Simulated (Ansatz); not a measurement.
TiNi:

```
Ni Ti
1.0
     2.73580    0.00000    0.00000
     0.00000    2.73580    0.00000
     0.00000    0.00000    3.58141
Ni Ti
1 1
Cartesian
  0.0000 0.0000 0.0000
  1.3679 1.3679 1.7907
```

The cell comes from a database or a generator and needn't be the stable form of this composition.

Base run:

```yaml
Program: Ansatz 0.2.0
Functional: PBEsol
Potentials_or_basis: all-electron LAPW, scalar-relativistic
Cutoff: 269 eV (chosen from the basis error)
Basis_error_allowed: 0.001 eV/atom
k_mesh: 10 × 10 × 8
Occupations: fermi-dirac, width 0.05 eV
Spin: collinear spin, ferromagnetic start
Starting_moments: "[1.0, 1.0] μB"
```

Its results: band gap on the k mesh none (metal or under the smearing width); pressure -6.3 GPa; net moment 0.00 μB per cell.

Q: The run is repeated on the same cell with these changes: hubbard terms from none to Ni d U = 2 eV, Ti d U = 2 eV. What comes out?

A: Band gap on the k mesh none (metal or under the smearing width); pressure -1.7 GPa; net moment 0.92 μB per cell; site moments Ni +0.07; Ti +0.74 μB.

Caveats: the starting moments weren't kept (some runs); the magnetic state may not be the lowest (some runs); U is the effective U less J, on atomic orbitals that reach past the spheres (some runs); the U is typed as a test and isn't derived for this compound (some runs).
